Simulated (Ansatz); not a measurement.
## Fe: from the end of a run back to its start

System: Fe, a measured crystal structure (space group Fm-3m, primitive cell doubled); the cell holds 2 atoms. Source: COD entry 9014540, which need not be the ambient phase.

```
Fe
1.0
     3.52700    1.76350    1.76350
     1.76350    3.52700    1.76350
     1.76350    1.76350    3.52700
Fe
2
Direct
  0.00000 0.00000 0.00000
  0.50000 0.50000 0.50000
```

Site labels below count the atoms in this order, from 1.

All numbers below come from DFT, PBE, PAW, plane waves, scalar-relativistic in Ansatz development build ahead of 0.2.0.

* Plane-wave cutoff: 420 eV
* k-point mesh: 11×11×11 (Γ-centred)
* Occupations: Fermi–Dirac smearing, 0.05 eV

Moments by site are taken inside atomic spheres; the rest lies between them.

The mesh is too coarse to rank close states of a metal with certainty: differences of some tens of meV/atom may change, at times in sign.

A plain SCF has the search for lower states switched off and ends at the first converged state. By default the program goes on after convergence only on a hint of a lower state. With a search on, the program may also reshape the start on open shells.

One run gave this history:

```csv
iteration,Harris–Foulkes energy + 8961 (eV),largest residual (eV),M (μB),absolute moment (μB)
1,0.5275,2.33e+00,2.77,3.04
2,0.6443,2.77e+00,2.35,2.78
3,0.2592,1.29e+01,3.24,3.39
4,0.8236,1.24e+00,2.58,3.00
5,0.6962,9.92e-01,2.34,2.85
6,0.5983,6.36e-01,2.23,2.81
8,0.3041,4.87e+00,1.85,2.49
11,0.4211,1.49e-01,1.85,2.54
13,0.3552,4.03e-03,1.24,1.99
15,0.3513,1.90e-03,1.16,1.97
18,0.3405,2.55e-01,1.09,2.00
20,0.3483,2.57e-03,1.00,2.10
22,0.3447,7.47e-04,0.82,2.36
25,0.3438,8.13e-05,0.75,2.55
27,0.3438,9.43e-04,0.78,2.57
30,0.3438,2.24e-07,0.79,2.56
32,0.3438,2.83e-09,0.78,2.56
```

It ended ferrimagnetic, site moments Fe1 1.64, Fe2 -0.86 μB, total 0.78 μB per cell, no gap on the k-mesh.

**Question.** These set-ups ended in different states. Which one gave the run above?
A. parallel moments, default search for lower states [Fe1 4.00, Fe2 4.00 μB]
B. usual moments times 1.4, signs +-, plain SCF [Fe1 5.60, Fe2 -5.60 μB]
C. a moment on one site alone, plain SCF [Fe1 4.00 μB]

**Answer.** C. The others ended as follows, with energies against this run: “usual moments times 1.4, signs +-, plain SCF” antiferromagnetic, +1.2 meV/atom; “parallel moments, default search for lower states” ferromagnetic, -13.3 meV/atom.
